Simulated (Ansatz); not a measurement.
Level of theory: Ansatz 0.2.0, DFT PBE, scalar-relativistic, plane waves, PAW. Settings: cutoff 420 eV, Γ-centred meshes spaced at most about 0.3 Å⁻¹, and about 0.25 Å⁻¹ or finer for metals (2π included), Gaussian smearing. No spin polarisation in the final relaxations.

These are static total energies at zero pressure. All come from trial cells, and lower structures may exist.

Question: Order these relaxed structures of MgH₂ by energy, lowest first, with the energy over the lowest of them.
1.

```xyz
3
Lattice="3.2778 0.0000 0.0000 0.0000 3.2778 0.0000 0.0000 0.0000 2.6765" Properties=species:S:1:pos:R:3 pbc="T T T"
Mg    1.6389    1.6389    0.0000
H     0.0000    1.6389    1.3383
H     1.6389    0.0000    1.3383
```

2.

```xyz
6
Lattice="3.2633 0.0000 0.0000 0.0000 3.2559 0.0000 0.0000 0.0000 6.4406" Properties=species:S:1:pos:R:3 pbc="T T T"
Mg    0.0000    1.5817    3.2163
Mg    0.0000    1.6742    6.4365
H     0.0000    3.2151    4.1342
H     0.0000    0.0407    0.9139
H     1.6316    1.6202    5.5311
H     1.6316    1.6357    2.3108
```

Answer: 2 (0 meV/atom), 1 (155 meV/atom). Forms: 2 Pmc2_1; 1 P4/mmm. Counting H atoms around Mg (those within 1.25 times the shortest such distance or 1.15 times the sum of covalent radii, 1.27 where that leaves under three): cell 2 has Mg 4; cell 1 has Mg 8.

With hydrogen, zero-point motion can shift such differences by 10 meV/atom or more. Cells relaxed within their symmetry can be saddle points. The Pmc2_1 cell of MgH2 came from shaking the P4/mmm one. The part of the Crystallography Open Database at hand lists MgH2 in space group No. 136, which no cell shown has. Some candidate types were left out of the draw beforehand, so a known form may be missing.
